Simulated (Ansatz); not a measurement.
An ordered 4-atom cell of ScAlN₂ on the rocksalt lattice (P4/mmm), relaxed with r2SCAN. Space group P4/mmm (No. 123), tetragonal; a = 3.045 Å, c = 4.319 Å in the conventional setting, 10.01 Å³ an atom. Around Sc lie 6 N at 2.15–2.16 Å; around N lie 4 Al at 2.15 Å and 2 Sc at 2.16 Å; around Al lie 6 N at 2.15–2.16 Å; around N lie 4 Sc at 2.15 Å and 2 Al at 2.16 Å.

```
Sc N Al
1.0
     3.04461    0.00000    0.00000
     0.00000    3.04461    0.00000
     0.00000    0.00000    4.31898
Sc N Al
1 2 1
Direct
  0.00000 0.00000 0.00000
  0.00000 0.00000 0.50000
  0.50000 0.50000 0.00000
  0.50000 0.50000 0.50000
```

3 runs of Ansatz 0.2.0 on this cell differ in the functional (and in the settings that go with it). Levels are in eV from each run's valence top; v1 is the last filled band, c1 the first empty one.

Run A, mean stress 0.0 GPa (compression positive):
```
point     v4     v3     v2     v1    c1    c2
    Γ  -2.18  -0.04   0.00   0.00  1.13  3.07
    X  -4.50  -2.95  -1.70  -1.31  4.96  5.24
    M  -3.08  -1.27  -1.27  -0.80  1.69  1.69
    Z  -2.25  -2.25  -0.50  -0.50  1.40  5.14
    R  -3.01  -2.91  -1.67  -1.51  5.49  5.75
    A  -4.17  -2.90  -2.28  -2.28  4.45  4.45
```

Run B, mean stress -1.6 GPa (compression positive):
```
point     v4     v3     v2     v1    c1    c2
    Γ  -2.29  -0.08   0.00   0.00  2.53  4.33
    X  -4.87  -3.22  -2.02  -1.31  6.94  7.13
    M  -3.17  -1.47  -1.47  -1.01  3.14  3.14
    Z  -2.34  -2.34  -0.58  -0.58  2.86  6.88
    R  -3.31  -3.18  -1.69  -1.50  6.76  7.60
    A  -4.38  -3.25  -2.65  -2.65  6.30  6.30
```

Run C, mean stress -1.6 GPa (compression positive):
```
point     v4     v3     v2     v1    c1    c2
    Γ  -2.27  -0.07   0.00   0.00  1.84  3.64
    X  -4.81  -3.17  -1.98  -1.29  6.20  6.38
    M  -3.15  -1.45  -1.45  -0.99  2.44  2.44
    Z  -2.31  -2.31  -0.57  -0.57  2.16  6.16
    R  -3.26  -3.12  -1.66  -1.47  6.04  6.89
    A  -4.33  -3.19  -2.60  -2.60  5.55  5.55
```

Task: Match the runs to r2SCAN, HSE06, PBE0.

Result: A is r2SCAN, B is PBE0, C is HSE06. In order of the gap: r2SCAN 1.13, HSE06 1.84, PBE0 2.53 eV. The stress vanishes for r2SCAN, which relaxed the cell.

Values at 0 K without nuclear motion; spin polarisation is off, and the phase may be a hypothetical one.

The program warns that its thresholds are loose for a hybrid's stress.

The meshes of the hybrids are coarse, so their gaps aren't converged to the digits shown.
